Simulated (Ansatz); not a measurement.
# CoPtO2: properties at the relaxed cell

The task, for CoPtO2: fit an equation of state.

Program: Ansatz 0.2.0. Level of theory: DFT PBEsol, scalar-relativistic, plane waves, PAW. These are calculated values, not measurements.

1 further run of the same task is left out (set aside as unsound or not needed).

## (1) The system as given

Symmetry: R-3m, No. 166, trigonal system. Conventional cell: a = 2.810 Å, b = 2.810 Å, c = 17.697 Å, α = 90.00°, β = 90.00°, γ = 120.00°. Co (site symmetry -3m) is surrounded by 6 O at 1.89 Å. Around Pt (site symmetry -3m) lie 2 O at 1.99 Å. O (site symmetry 3m) is surrounded by 3 Co at 1.89 Å and 1 Pt at 1.99 Å.

Coordinates:

```cif
data_structure
_symmetry_space_group_name_H-M 'R-3m:H'
_symmetry_Int_Tables_number 166
_cell_length_a 2.8102
_cell_length_b 2.8102
_cell_length_c 17.6966
_cell_angle_alpha 90.000
_cell_angle_beta 90.000
_cell_angle_gamma 120.000
_cell_volume 121.03
loop_
_atom_site_label
_atom_site_type_symbol
_atom_site_symmetry_multiplicity
_atom_site_Wyckoff_symbol
_atom_site_fract_x
_atom_site_fract_y
_atom_site_fract_z
_atom_site_occupancy
Co1 Co 3 b 0.66667 0.33333 0.83333 1
Pt1 Pt 3 a 0.00000 0.00000 0.00000 1
O1 O 6 c 0.00000 0.00000 0.88776 1
```

It goes back to an entry of the Materials Project.

This cell was relaxed beforehand with the same method: volume 10.09 Å³/atom, gap on the mesh none (metal).

## (2) The cell scaled to 0.97 of its volume

The input, input.yaml:

```yaml
crystal:
  lattice:
    - [1.3908977469, 0.8030351886, 5.8392845173]
    - [-1.3908977469, 0.8030351886, 5.8392845173]
    - [0.0, -1.6060703772, 5.8392845173]
  atoms:
    - { symbol: Co, position: [0.5, 0.5, 0.5] }
    - { symbol: Pt, position: [0.0, 0.0, 0.0] }
    - { symbol: O, position: [0.8877632707, 0.8877632707, 0.8877632707] }
    - { symbol: O, position: [0.1122367293, 0.1122367293, 0.1122367293] }
basis:
  ecutwfc: 420
kpoints:
  mp_grid: { grid: [18, 18, 18] }
hamiltonian:
  xc: pbesol
scf:
  occupations: { method: gaussian, width: 0.1 }
output:
  forces: true
  stress: true
  eigenvalues: true
relax:
  adjacent_minimum: "off"
  f_tol: 0.01
  max_steps: 30
  cell: { stress_tol: 0.1, fix: [volume] }
```

The run is started by

```console
$ ansatz run input.yaml --threads 1 --pin off --max-ram 2560MiB --backend cpu --events-out ev --progress --plain --runs-dir out
```

## (3) Point at V/V0 = 1.03

Edit input.yaml of step 2 so:

```diff
@@ -2,5 +2,5 @@
   lattice:
-    - [1.3908977469, 0.8030351886, 5.8392845173]
-    - [-1.3908977469, 0.8030351886, 5.8392845173]
-    - [0.0, -1.6060703772, 5.8392845173]
+    - [1.4190042638, 0.8192624937, 5.9572816522]
+    - [-1.4190042638, 0.8192624937, 5.9572816522]
+    - [0.0, -1.6385249874, 5.9572816522]
   atoms:
```

## (4) Point at V/V0 = 0.94

The input, input.yaml:

```yaml
crystal:
  lattice:
    - [1.3729993841, 0.792701564, 5.8071825499]
    - [-1.3729993841, 0.792701564, 5.8071825499]
    - [0.0, -1.585403128, 5.8071825499]
  atoms:
    - { symbol: Co, position: [0.5, 0.5, 0.5] }
    - { symbol: Pt, position: [0.0, 0.0, 0.0] }
    - { symbol: O, position: [0.8880596934, 0.8880596934, 0.8880596934] }
    - { symbol: O, position: [0.1119403066, 0.1119403066, 0.1119403066] }
basis:
  ecutwfc: 420
kpoints:
  mp_grid: { grid: [18, 18, 18] }
hamiltonian:
  xc: pbesol
scf:
  occupations: { method: gaussian, width: 0.1 }
output:
  forces: true
  stress: true
  eigenvalues: true
relax:
  adjacent_minimum: "off"
  f_tol: 0.01
  max_steps: 30
  cell: { stress_tol: 0.1, fix: [volume] }
```

## (5) Point at V/V0 = 1.06

The input, input.yaml:

```yaml
crystal:
  lattice:
    - [1.4360254545, 0.8290896827, 5.9863195889]
    - [-1.4360254545, 0.8290896827, 5.9863195889]
    - [0.0, -1.6581793654, 5.9863195889]
  atoms:
    - { symbol: Co, position: [0.5, 0.5, 0.5] }
    - { symbol: Pt, position: [0.0, 0.0, 0.0] }
    - { symbol: O, position: [0.8874997359, 0.8874997359, 0.8874997359] }
    - { symbol: O, position: [0.1125002641, 0.1125002641, 0.1125002641] }
basis:
  ecutwfc: 420
kpoints:
  mp_grid: { grid: [18, 18, 18] }
hamiltonian:
  xc: pbesol
scf:
  occupations: { method: gaussian, width: 0.1 }
output:
  forces: true
  stress: true
  eigenvalues: true
relax:
  adjacent_minimum: "off"
  f_tol: 0.01
  max_steps: 30
  cell: { stress_tol: 0.1, fix: [volume] }
```

## (6) The cell scaled to 0.91 of its volume

The input, input.yaml:

```yaml
crystal:
  lattice:
    - [1.3548091694, 0.7821994386, 5.7738227494]
    - [-1.3548091694, 0.7821994386, 5.7738227494]
    - [0.0, -1.5643988773, 5.7738227494]
  atoms:
    - { symbol: Co, position: [0.5, 0.5, 0.5] }
    - { symbol: Pt, position: [0.0, 0.0, 0.0] }
    - { symbol: O, position: [0.8883951723, 0.8883951723, 0.8883951723] }
    - { symbol: O, position: [0.1116048277, 0.1116048277, 0.1116048277] }
basis:
  ecutwfc: 420
kpoints:
  mp_grid: { grid: [18, 18, 18] }
hamiltonian:
  xc: pbesol
scf:
  occupations: { method: gaussian, width: 0.1 }
output:
  forces: true
  stress: true
  eigenvalues: true
relax:
  adjacent_minimum: "off"
  f_tol: 0.01
  max_steps: 30
  cell: { stress_tol: 0.1, fix: [volume] }
```

## (7) The cell scaled to 1.10 of its volume

The input, input.yaml:

```yaml
crystal:
  lattice:
    - [1.4573869864, 0.8414227689, 6.0314428948]
    - [-1.4573869864, 0.8414227689, 6.0314428948]
    - [0.0, -1.6828455379, 6.0314428948]
  atoms:
    - { symbol: Co, position: [0.5, 0.5, 0.5] }
    - { symbol: Pt, position: [0.0, 0.0, 0.0] }
    - { symbol: O, position: [0.8872383017, 0.8872383017, 0.8872383017] }
    - { symbol: O, position: [0.1127616983, 0.1127616983, 0.1127616983] }
basis:
  ecutwfc: 420
kpoints:
  mp_grid: { grid: [18, 18, 18] }
hamiltonian:
  xc: pbesol
scf:
  occupations: { method: gaussian, width: 0.1 }
output:
  forces: true
  stress: true
  eigenvalues: true
relax:
  adjacent_minimum: "off"
  f_tol: 0.01
  max_steps: 30
  cell: { stress_tol: 0.1, fix: [volume] }
```

## (8) The cell scaled to 0.88 of its volume

The input, input.yaml:

```yaml
crystal:
  lattice:
    - [1.336315443, 0.7715220807, 5.7390896262]
    - [-1.336315443, 0.7715220807, 5.7390896262]
    - [0.0, -1.5430441615, 5.7390896262]
  atoms:
    - { symbol: Co, position: [0.5, 0.5, 0.5] }
    - { symbol: Pt, position: [0.0, 0.0, 0.0] }
    - { symbol: O, position: [0.888753003, 0.888753003, 0.888753003] }
    - { symbol: O, position: [0.111246997, 0.111246997, 0.111246997] }
basis:
  ecutwfc: 420
kpoints:
  mp_grid: { grid: [18, 18, 18] }
hamiltonian:
  xc: pbesol
scf:
  occupations: { method: gaussian, width: 0.1 }
output:
  forces: true
  stress: true
  eigenvalues: true
relax:
  adjacent_minimum: "off"
  f_tol: 0.01
  max_steps: 30
  cell: { stress_tol: 0.1, fix: [volume] }
```

(Steps that only read results are left out.)

What does the calculation give? Wanted: equilibrium volume of the fit; bulk modulus.

The runs gave:

| quantity | value |
| --- | --- |
| equilibrium volume of the fit | 10.09 Å³/atom |
| bulk modulus | 260 GPa |
| its pressure derivative | 4.8 |

What this shows: The fit puts the minimum at 10.09 Å³/atom with B = 260 GPa and B' = 4.8. The runs treat Pt without spin-orbit coupling. Spin polarisation is off in the runs that give these values; a magnetic solution could lie lower.
